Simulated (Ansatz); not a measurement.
## Property card for GeSb₂Te₄

Computed with DFT PBEsol, scalar-relativistic, plane waves, PAW (Ansatz).

Plane waves to 420 eV, a k mesh through Γ of 12×12×12 on the computed 7-atom cell and Gaussian smearing (0.10 eV); no spin polarisation.

The structure is relaxed at this level of theory with its symmetry kept. Whether it is the stable form of this composition wasn't checked.

```cif
data_structure
_symmetry_space_group_name_H-M 'P 1'
_symmetry_Int_Tables_number 1
_cell_length_a 13.1754
_cell_length_b 13.1754
_cell_length_c 13.1754
_cell_angle_alpha 18.537
_cell_angle_beta 18.537
_cell_angle_gamma 18.537
_cell_volume 201.95
loop_
_atom_site_label
_atom_site_type_symbol
_atom_site_fract_x
_atom_site_fract_y
_atom_site_fract_z
_atom_site_occupancy
Ge1 Ge 0.00000 0.00000 0.00000 1
Sb1 Sb 0.14146 0.14146 0.14146 1
Sb2 Sb 0.85854 0.85854 0.85854 1
Te1 Te 0.42957 0.42957 0.42957 1
Te2 Te 0.57043 0.57043 0.57043 1
Te3 Te 0.29188 0.29188 0.29188 1
Te4 Te 0.70812 0.70812 0.70812 1
```

| Item | Value |
| --- | --- |
| Space group | R-3m (No. 166) |
| Volume per atom | 28.85 Å³ |
| Formation energy from the elements' standard states (uncorrected) | -0.013 eV/atom |
| Kohn–Sham band gap | none (metal) |
| Density of states at the Fermi level | 0.59 states/eV per cell |
| Löwdin character within 0.5 eV of the Fermi level | Te 5p 55 %, Sb 5p 25 % |
| Bulk modulus | 53 GPa |
| Its pressure derivative | 3.9 |
| Bader charges (e) | Ge (1 in the cell) 0.33, Sb (2 in the cell) 0.14, Te (2 in the cell) -0.05, Te (2 in the cell) -0.25 |

Spin-orbit coupling is left out, which matters for the bands of heavy elements.

Closed-shell ions balance this formula, so the missing gap can be the error of a semilocal functional.